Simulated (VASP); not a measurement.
# Hf2Si (I4/mcm) in VASP: electric field gradients with r2SCAN

Aim: the electric field gradients of Hf2Si with r2SCAN.

All numbers are computed with VASP 6.6.1; they aren't measurements. Logs are shortened: lines on timing, memory, paths and dates and some standing lists are left out, and cuts for length are marked.

**1. The structure**

Symmetry: I4/mcm, No. 140, tetragonal system. The conventional cell has a = 6.551 Å, b = 6.551 Å, c = 5.166 Å, α = 90.00°, β = 90.00°, γ = 90.00°. Hf (site symmetry m2m) is surrounded by 4 Si at 2.79 Å and 3 Hf at 2.90 to 3.11 Å. Si (site symmetry 422) is surrounded by 2 Si at 2.58 Å and 8 Hf at 2.79 Å.

The cell comes from a database or a generator and needn't be the stable form of this composition.

**2. Electric field gradients, r2SCAN**

POSCAR

```
Hf2Si
1.0
   -3.2753522240      3.2753522240      2.5828233930
    3.2753522240     -3.2753522240      2.5828233930
    3.2753522240      3.2753522240     -2.5828233930
Hf Si
4 2
Direct
    0.3435136200      0.1564863800      0.5000000000
    0.8435136200      0.3435136200      0.1870272400
    0.6564863800      0.8435136200      0.5000000000
    0.1564863800      0.6564863800      0.8129727600
    0.2500000000      0.2500000000      0.0000000000
    0.7500000000      0.7500000000      0.0000000000
```

INCAR.step1

```
ALGO = Normal
EDIFF = 1E-4
ENCUT = 520
GGA = PE
ISMEAR = -1
LASPH = T
LCHARG = F
LREAL = F
LWAVE = T
NBANDS = 33
NELM = 100
PREC = Accurate
SIGMA = 0.05
```

INCAR.step2

```
ALGO = Normal
EDIFF = 1E-8
ENCUT = 520
ISIF = 2
ISMEAR = -1
ISTART = 1
LASPH = T
LCHARG = F
LEFG = T
LMIXTAU = T
LREAL = F
LWAVE = F
METAGGA = R2SCAN
NBANDS = 33
NELM = 100
PREC = Accurate
SIGMA = 0.05
```

KPOINTS

```
k-points
0
Gamma
  9 9 9
```

Potentials or basis: VASP PAW PBE potentials, release 64 (Hf_pv, Si).

Started as:

```sh
> cat potpaw_PBE.64/Hf_pv/POTCAR potpaw_PBE.64/Si/POTCAR > POTCAR
> cp INCAR.step1 INCAR
> mpirun -np 1 vasp_std > vasp.out
> cp INCAR.step2 INCAR
> mpirun -np 1 vasp_std > vasp.out
```

OUTCAR:

```text
EDIFF = 1E-8
   ENCUT = 520
   ISIF = 2
   ISMEAR = -1
   ISTART = 1
   LASPH = T
   LREAL = F
   METAGGA = R2SCAN
   NELM = 100
   PREC = Accurate

 ion  position               nearest neighbor table
   1  0.344  0.156  0.500-   6 2.79   5 2.79   5 2.79   6 2.79   3 2.90   3 3.11   3 3.11   4 3.30
                             2 3.30   4 3.30   2 3.30   4 3.50   2 3.50   2 3.50   4 3.50
   2  0.844  0.344  0.187-   5 2.79   6 2.79   6 2.79   5 2.79   4 2.90   4 3.11   4 3.11   1 3.30
                             3 3.30   3 3.30   1 3.30   1 3.50   3 3.50   1 3.50   3 3.50
   3  0.656  0.844  0.500-   5 2.79   6 2.79   6 2.79   5 2.79   1 2.90   1 3.11   1 3.11   4 3.30
                             2 3.30   4 3.30   2 3.30   4 3.50   2 3.50   4 3.50   2 3.50
   4  0.156  0.656  0.813-   5 2.79   6 2.79   6 2.79   5 2.79   2 2.90   2 3.11   2 3.11   1 3.30
                             3 3.30   3 3.30   1 3.30   1 3.50   3 3.50   1 3.50   3 3.50
   5  0.250  0.250  0.000-   6 2.58   6 2.58   2 2.79   4 2.79   4 2.79   2 2.79   1 2.79   1 2.79
                             3 2.79   3 2.79
   6  0.750  0.750  0.000-   5 2.58   5 2.58   2 2.79   4 2.79   4 2.79   2 2.79   3 2.79   1 2.79
                             1 2.79   3 2.79

  LATTYP: Found a body centered tetragonal cell.
 ALAT       =     6.5507044480
 C/A-ratio  =     0.7885635548

  Lattice vectors:

 A1 = (  -3.2753522240,   3.2753522240,   2.5828233930)
 A2 = (   3.2753522240,  -3.2753522240,   2.5828233930)
 A3 = (   3.2753522240,   3.2753522240,  -2.5828233930)

Analysis of symmetry for initial positions (statically):
=====================================================================
 Subroutine PRICEL returns:
 Original cell was already a primitive cell.

 Routine SETGRP: Setting up the symmetry group for a
 body centered tetragonal supercell.

 Subroutine GETGRP returns: Found 16 space group operations
 (whereof  8 operations were pure point group operations)
 out of a pool of 16 trial point group operations.

The static configuration has the point symmetry C_4h.
 The point group associated with its full space group is D_4h.

Analysis of symmetry for dynamics (positions and initial velocities):
=====================================================================
 Subroutine PRICEL returns:
 Original cell was already a primitive cell.

 Routine SETGRP: Setting up the symmetry group for a
 body centered tetragonal supercell.

 Subroutine GETGRP returns: Found 16 space group operations
 (whereof  8 operations were pure point group operations)
 out of a pool of 16 trial point group operations.

The dynamic configuration has the point symmetry C_4h.
 The point group associated with its full space group is D_4h.

 Subroutine INISYM returns: Found 16 space group operations
 (whereof  8 operations are pure point group operations),
 and found     1 'primitive' translations

----------------------------------------------------------------------------------------

                                     Primitive cell

  volume of cell :     110.8334

  direct lattice vectors                    reciprocal lattice vectors
    -3.275352224  3.275352224  2.582823393     0.000000000  0.152655338  0.193586600
     3.275352224 -3.275352224  2.582823393     0.152655338  0.000000000  0.193586600
     3.275352224  3.275352224 -2.582823393     0.152655338  0.152655338  0.000000000

  length of vectors
     5.303474433  5.303474433  5.303474433     0.246534833  0.246534833  0.215887249

  position of ions in fractional coordinates (direct lattice)
     0.343513620  0.156486380  0.500000000
     0.843513620  0.343513620  0.187027240
     0.656486380  0.843513620  0.500000000
     0.156486380  0.656486380  0.812972760
     0.250000000  0.250000000  0.000000000
     0.750000000  0.750000000  0.000000000

  ion indices of the primitive-cell ions
   primitive index   ion index
                 1           1
                 2           2
                 3           3
                 4           4
[... 72 lines left out ...]
   ENCUT  =  520.0 eV  38.22 Ry    6.18 a.u.   9.86  9.86  9.86*2*pi/ulx,y,z
   NELM   =    100;   NELMIN=  2; NELMDL=  0     # of ELM steps
   EDIFF  = 0.1E-07   stopping-criterion for ELM
   LREAL  =      F    real-space projection
   EDIFFG = 0.1E-06   stopping-criterion for IOM
   NSW    =      0    number of steps for IOM
   IBRION =     -1    ionic relax: 0-MD 1-quasi-New 2-CG
   NFREE  =      0    steps in history (QN), initial steepest desc. (CG)
   ISIF   =      2    stress and relaxation
   ISYM   =      2    0-nonsym 1-usesym 2-fastsym
   POTIM  = 0.5000    time-step for ionic-motion
   TEBEG  =    0.0;   TEEND  =   0.0 temperature during run
   PSTRESS=    0.0 pullay stress
   NELECT =      48.0000    total number of electrons
   NUPDOWN=      -1.0000    fix difference up-down
   EMIN   =  10.00;   EMAX   =-10.00  energy-range for DOS
   EFERMI =   0.00;   METHOD = LEGACY
   ISMEAR =    -1;   SIGMA  =   0.05  broadening in eV -4-tet -1-fermi 0-gaus
   EFERMI_NEDOS =   21; number of points for ismear=-14 and -15
   IALGO  =     38    algorithm
   IMIX   =      4    mixing-type and parameters
     AMIX     =   0.40;   BMIX     =  1.00
     AMIX_MAG =   1.60;   BMIX_MAG =  1.00
  volume/ion in A,a.u.               =      18.47       124.66
  Fermi-wavevector in a.u.,A,eV,Ry     =   1.238602  2.340618 20.873162  1.534134
  Thomas-Fermi vector in A             =   2.373120
   LORBIT       =      0    0 simple, 1 ext, 2 COOP (PROOUT), +10 PAW based schemes
   METAGGA = R2SCAN    functional components
   LHFCALC =     F    Hartree Fock is set to
   AEXX    =    0.0000 exact exchange contribution
   IVDW    =     0    specifies the selected vdW correction
   LEPSILON=     F    determine dielectric tensor
   LRPA    =     F    only Hartree local field effects (RPA)
 non-spin polarized calculation
  energy-cutoff  :      520.00
  volume of cell :      110.83
 maximum number of plane-waves:      3007
   NGX = 19   NGY = 19   NGZ = 19

 number of electron      48.0000004 magnetization

 Free energy of the ion-electron system (eV)
  ---------------------------------------------------
  ext. energy  EPLUGINS =         0.00000000
  ---------------------------------------------------
  free energy    TOTEN  =      -202.90745789 eV

  energy without entropy =     -202.88931183  energy(sigma->0) =     -202.89838486

 E-fermi :   6.0422     XC(G=0): -12.4112

 val. band max:        6.0160031524   @ k =  -0.2222  -0.2222   0.2222
 cond. band min:       6.0447570243   @ k =  -0.4444  -0.4444   0.3333
 fundamental gap:      0.0287538719
 Fermi energy:         6.0422178665

 k-point     1 :       0.0000    0.0000    0.0000
  band No.  band energies     occupation
      1     -25.4448      2.00000
      2     -25.4368      2.00000
      3     -25.3084      2.00000
      4     -25.3084      2.00000
      5     -25.2785      2.00000
      6     -25.2785      2.00000
[... 853 lines left out ...]
     32      11.0535      0.00000
     33      11.1035      0.00000

 [... further k-points ...]

------------------------ aborting loop because EDIFF is reached ----------------------------------------

  FORCE on cell =-STRESS in cart. coord.  units (eV):
  Direction    XX          YY          ZZ          XY          YZ          ZX
  --------------------------------------------------------------------------------------
  -------------------------------------------------------------------------------------
  Total       -0.0759121     -0.0759121      0.0144764      0.0000000     -0.0000000      0.0000000
  in kB       -1.0973649     -1.0973649      0.2092661      0.0000000     -0.0000000      0.0000000
  external PRESSURE =      -0.6618212 kB  Pullay stress =       0.0000000 kB

 VOLUME and BASIS-vectors are now :
 -----------------------------------------------------------------------------
  energy-cutoff  :      520.00
  volume of cell :      110.83
      direct lattice vectors                 reciprocal lattice vectors
    -3.275352224  3.275352224  2.582823393     0.000000000  0.152655338  0.193586600
     3.275352224 -3.275352224  2.582823393     0.152655338  0.000000000  0.193586600
     3.275352224  3.275352224 -2.582823393     0.152655338  0.152655338  0.000000000

 POSITION                                       TOTAL-FORCE (eV/Angst)
 -----------------------------------------------------------------------------------
      1.02510      2.25026      0.00000         0.016568     -0.016568     -0.000000
     -1.02510      2.25026      2.58282        -0.016568     -0.016568      0.000000
      2.25026      1.02510      2.58282        -0.016568      0.016568      0.000000
      4.30045      1.02510     -0.00000         0.016568      0.016568     -0.000000
      0.00000      0.00000      1.29141         0.000000      0.000000     -0.000000
      0.00000      0.00000      3.87424         0.000000     -0.000000     -0.000000
 -----------------------------------------------------------------------------------
    total drift:                                0.000000     -0.000000     -0.000000

  FREE ENERGIE OF THE ION-ELECTRON SYSTEM (eV)
  ---------------------------------------------------
  free  energy   TOTEN  =      -202.9074578946 eV

  energy  without entropy=     -202.8893118289  energy(sigma->0) =     -202.89838486

 Electric field gradients (V/A^2)
---------------------------------------------------------------------
 ion       V_xx      V_yy      V_zz      V_xy      V_xz      V_yz
---------------------------------------------------------------------
   1      25.576    25.576   -51.151   -21.071     0.000     0.000
   2      25.576    25.576   -51.151    21.072     0.000     0.000
   3      25.576    25.576   -51.151   -21.071     0.000     0.000
   4      25.576    25.576   -51.151    21.072     0.000     0.000
   5     -21.272   -21.272    42.543     0.000     0.000     0.000
   6     -21.272   -21.272    42.543     0.000     0.000     0.000
---------------------------------------------------------------------

 Electric field gradients after diagonalization (V/A^2)
 (convention: |V_zz| > |V_xx| > |V_yy|)
----------------------------------------------------------------------
 ion       V_xx      V_yy      V_zz     asymmetry (V_yy - V_xx)/ V_zz
----------------------------------------------------------------------
   1      46.646     4.505   -51.151       0.824
   2      46.647     4.504   -51.151       0.824
   3      46.646     4.505   -51.151       0.824
   4      46.647     4.504   -51.151       0.824
   5     -21.272   -21.272    42.543       0.000
   6     -21.272   -21.272    42.543       0.000
----------------------------------------------------------------------

           NMR quadrupolar parameters

 Cq : quadrupolar parameter    Cq=e*Q*V_zz/h
 eta: asymmetry parameters     (V_yy - V_xx)/ V_zz
 Q  : nuclear electric quadrupole moment in mb (millibarn)
----------------------------------------------------------------------
 ion       Cq(MHz)       eta       Q (mb)
----------------------------------------------------------------------
   1      -0.124       0.824       1.000
   2      -0.124       0.824       1.000
   3      -0.124       0.824       1.000
   4      -0.124       0.824       1.000
   5       0.103       0.000       1.000
   6       0.103       0.000       1.000
----------------------------------------------------------------------
```

It took 9.7 min on 1 thread of Intel Xeon 6975P-C (Granite Rapids), shared host; peak memory 0.4 GiB.

Results:

```
Free energy            : -202.9075 eV
Pressure               : -0.1 GPa
Largest force          : 0.023 eV/Å
Band gap on the k mesh : none (metal or under the smearing width)
```

Forces in eV/Å, atoms in the order of the input:
```
Hf   0.017 -0.017  0.000
Hf  -0.017 -0.017  0.000
Hf  -0.017  0.017  0.000
Hf   0.017  0.017  0.000
Si   0.000  0.000  0.000
Si   0.000  0.000  0.000
```

Electric field gradients, principal values (V/Å²):
| atom | Vxx | Vyy | Vzz |
| --- | --- | --- | --- |
| 1 Hf | 4.505 | 46.646 | -51.151 |
| 2 Hf | 4.504 | 46.647 | -51.151 |
| 3 Hf | 4.505 | 46.646 | -51.151 |
| 4 Hf | 4.504 | 46.647 | -51.151 |
| 5 Si | -21.272 | -21.272 | 42.543 |
| 6 Si | -21.272 | -21.272 | 42.543 |

Caveat: the PAW data sets were made with another functional, which shifts forces and pressure a little.
